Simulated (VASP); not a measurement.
Wanted: the native input for a VASP 6.6.1 run.

```yaml
Task: relaxation of cell and atoms
Functional: PBE
Potentials_or_basis: VASP PAW PBE potentials, release 64 (Cu_sv_GW)
Cutoff: 680 eV
k_mesh: 13 × 13 × 13
Occupations: fermi-dirac, width 0.05 eV
Spin: no spin polarisation
Further_INCAR_settings: ALGO = Normal; EDIFF = 1e-07; IBRION = 2; EDIFFG = -0.01; NSW = 60; ISIF = 3
```

The structure of Cu lies in POSCAR:

```
Cu
1.0
    0.0000000000      1.8075000000      1.8075000000
    1.8075000000      0.0000000000      1.8075000000
    1.8075000000      1.8075000000      0.0000000000
Cu
1
Direct
    0.0000000000      0.0000000000      0.0000000000
```

The input as run:

INCAR

```
ALGO = Normal
EDIFF = 1E-7
EDIFFG = -0.01
ENCUT = 680
GGA = PE
IBRION = 2
ISIF = 3
ISMEAR = -1
LASPH = True
LCHARG = False
LREAL = False
LWAVE = False
NELM = 60
NSW = 60
PREC = Accurate
SIGMA = 0.05
```

KPOINTS

```
k-points
0
Gamma
  13 13 13
```

Potentials or basis: VASP PAW PBE potentials, release 64 (Cu_sv_GW).

The run is started by

```console
$ cat potpaw_PBE.64/Cu_sv_GW/POTCAR > POTCAR
$ mpirun -np 1 vasp_std > vasp.out
```

Results of the run:

```
Relaxed volume                         : 11.55 Å³/atom
Relaxed cell                           : a = 2.537 Å, b = 2.537 Å, c = 2.537 Å, α = 60.00°, β = 60.00°, γ = 60.00°
Space group after relaxing (to 0.05 Å) : Fm-3m (No. 225)
Energy gained by relaxing              : 2.9 meV/atom
Ionic steps                            : 3
Pressure after relaxing                : -0.1 GPa
Band gap on the k mesh                 : none (metal or under the smearing width)
```

It took 42 s on 1 thread of AMD EPYC 9R45 96-Core Processor (Zen 5) (shared host), peak memory 0.13 GiB.
